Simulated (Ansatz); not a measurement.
# Vibrations of Mg₂Sn (Fm-3m) by finite displacements

```
CELL_PARAMETERS angstrom
0.00000 3.37329 3.37329
3.37329 0.00000 3.37329
3.37329 3.37329 0.00000
ATOMIC_POSITIONS crystal
Mg 0.25000 0.25000 0.25000
Mg 0.75000 0.75000 0.75000
Sn 0.00000 0.00000 0.00000
```

Conventional cell: a = 6.747 Å, b = 6.747 Å, c = 6.747 Å, α = 90.00°, β = 90.00°, γ = 90.00°. Mg (atom 1) has 4 Sn at 2.92 Å as nearest neighbours. Around Sn (atom 3) lie 8 Mg at 2.92 Å.

Computed, not measured; unless marked otherwise by PBEsol, all-electron LAPW in Ansatz 0.2.0, scalar-relativistic. k mesh 8×8×8, Fermi-Dirac smearing of 0.050 eV, basis error target 1 meV/atom. The cell was relaxed by PAW under this functional.

Atoms are displaced by 0.01 Å in the smallest supercells that hold the wave vectors of a 2×2×2 mesh. Negative values stand for unstable modes.

Question: What are the phonon energies at the solved wave vectors, in THz?

Answer: 

```json
{"q": "0.000 0.000 0.000", "point": "Gamma", "modes (THz)": "5.71 (×3), 6.45 (×3)"}
{"q": "0.500 0.000 0.000", "point": "L", "modes (THz)": "1.48 (×2), 3.39, 5.84 (×2), 5.89, 6.15 (×2), 7.49"}
{"q": "0.500 0.500 0.000", "point": "X", "modes (THz)": "1.93 (×2), 3.64, 4.62, 4.64 (×2), 6.75 (×2), 8.51"}
```

Question: Is the structure dynamically stable at these wave vectors?

Answer: Yes, no mode is unstable there; wave vectors off this mesh aren't tested.

Question: How do the optical zone-centre modes decompose, and which are active?

Answer: Point group m-3m: Γ_opt = T1u + T2g.

```
label   THz  activity      mostly
  T1u  5.71        IR   Mg (71 %)
  T2g  6.45     Raman  Mg (100 %)
```

In a metal the activity is that of symmetry alone; free carriers screen the infrared modes.

Question: How well do frozen-core PAW files reproduce these all-electron values?

Answer: With a cutoff of 420 eV and displacements of 0.0025 Å, the r.m.s. difference over the modes is 0.1 cm⁻¹; the largest difference is 196.5 (PAW) against 196.3 cm⁻¹ (LAPW).

Question: The cell is scaled evenly to 75.619 and 77.922 Å³ (from 76.770), with free atoms relaxed and the shape held. What are the mode Grüneisen parameters γ = −d ln ω/d ln V?

Answer: For the highest mode, 288.1 cm⁻¹ in the small cell and 279.6 in the large one give γ ≈ 1.00. From the change of the dynamical matrix on each mode:

```tsv
point	cm⁻¹	γ
Gamma	190.4	1.82
Gamma	215.1	1.52
L	49.3	0.32
L	113.2	1.02
L	194.9	1.54
L	196.3	1.91
L	205.3	1.87
L	250.0	1.19
X	64.5	0.50
X	121.4	1.26
X	154.2	1.80
X	154.7	1.76
X	225.2	1.90
X	283.9	1.00
```

Weighted by the modes' heat capacities at 300 K, the mean on this mesh is 1.34; it moves with the q mesh, and a coarse one overweights the zone boundary.

Limits of these numbers: responses of metals move with mesh and smearing; the frozen-core PAW files of the compared runs were fitted under PBE, their cores solved anew for this functional.
